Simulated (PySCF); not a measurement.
C₄H₁₀N (charge +1).
Numbering: `[CH2:1]1[CH2:2][CH2:3][NH2+:4][CH2:5]1` (hydrogens: H6, H7 on C1; H8, H9 on C2; H10, H11 on C3; H12, H13 on N4; H14, H15 on C5)

The closed-shell ground state was solved at several levels (PySCF, density fitting, gas phase, non-relativistic). Geometry: PBE0-D3(BJ)/def2-SVP, one conformer, isolated ion.

```csv
level,basis functions,total energy (Eh),HOMO (eV),LUMO (eV),gap (eV)
PBE0/pcSseg-1,135,-212.6728,-14.31,-4.43,9.88
PBE0/def2-SVPD,180,-212.5666,-14.27,-4.56,9.71
wB97X-D/pcSseg-2,320,-212.9739,-16.17,-2.88,13.29
```

Question: Estimate the row for B3LYP/pcJ-1, a basis of 235 functions; the other rows only guide the guess.

Answer: Total energy -212.9752 Eh, HOMO -14.10 eV, LUMO -4.79 eV, gap 9.31 eV.

Question: Over all these levels, which gives the widest orbital gap and which the narrowest?

Answer: wB97X-D/pcSseg-2 (range-separated hybrid) has the widest, 13.29 eV, and B3LYP/pcJ-1 (global hybrid, 20 % exact exchange) the narrowest, 9.31 eV. Functional and basis both differ between the two, so the spread mixes both effects.

wB97X-D is run here without its empirical dispersion term; that term would change no orbital, density or response property at a fixed geometry.
